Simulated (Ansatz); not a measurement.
`CC(=O)OBCl` + H₂Te → `ClB[TeH]` + acetic acid at 600 K and 1 bar (ligand exchange at a B–O bond).

Calculated with Ansatz (gas phase, PBE0-D4/def2-TZVP geometries, no zero-point term in ΔE). CCSD(T)/CBS is the MP2 limit (def2-TZVPP, def2-QZVPP) plus CCSD(T) − MP2 in def2-TZVPP, frozen cores. def2 core potentials past Kr. For Te outer-core shells are correlated without core-valence functions, which leaves a few kJ/mol of doubt a bond. One conformer a species, not always the lowest.

```json
{"species": "`CC(=O)OBCl`", "CCSD(T)/CBS energy (Eh)": "-713.52185", "H − E (kJ/mol)": "232.8", "S (J/(mol·K))": "440.6"}
{"species": "H₂Te", "CCSD(T)/CBS energy (Eh)": "-268.91024", "H − E (kJ/mol)": "52.9", "S (J/(mol·K))": "255.0"}
{"species": "`ClB[TeH]`", "CCSD(T)/CBS energy (Eh)": "-753.54186", "H − E (kJ/mol)": "91.2", "S (J/(mol·K))": "354.2"}
{"species": "`CC(=O)O`", "CCSD(T)/CBS energy (Eh)": "-228.87529", "H − E (kJ/mol)": "204.1", "S (J/(mol·K))": "348.2"}
```

H − E and S are ideal-gas, rigid-rotor, harmonic terms from PBE0-D4/def2-TZVP, for one conformer and one mirror image of each species. 1 Eh = 2625.50 kJ/mol, R = 8.31446 J/(mol·K).

Problem. By hand: ΔE, ΔH, ΔS and ΔG.

Solution. ΔE = (-753.54186) + (-228.87529) − (-713.52185) − (-268.91024) = 0.01494 Eh = 39.2 kJ/mol. Δ(H − E) = 91.2 + 204.1 − 232.8 − 52.9 = 9.6, so ΔH = 48.8 kJ/mol. ΔS = 354.2 + 348.2 − 440.6 − 255.0 = 6.8 J/(mol·K). ΔG = 48.8 − 600 × (6.8)/1000 = 44.7 kJ/mol.

Problem. By hand: the equilibrium constant, and the temperature at which ΔG would vanish if ΔH and ΔS stayed fixed.

Solution. log₁₀ K = −ΔG/(RT ln 10) = -3.9. ΔG = 0 at ΔH/ΔS = 7176 K, far beyond where these terms or the molecules hold.

The number of gas molecules stays the same, so ΔS is small and ΔH decides. A doubt of 5 kJ/mol in ΔE shifts log₁₀ K by 0.4 here. Other conformers and mirror images would add mixing entropy, several J/(mol·K) or more a flexible species. These are equilibria of isolated gas molecules and say nothing of rates. Largest T1 diagnostic: 0.015 (customary marks: 0.02 for closed shells, 0.045 for open ones).
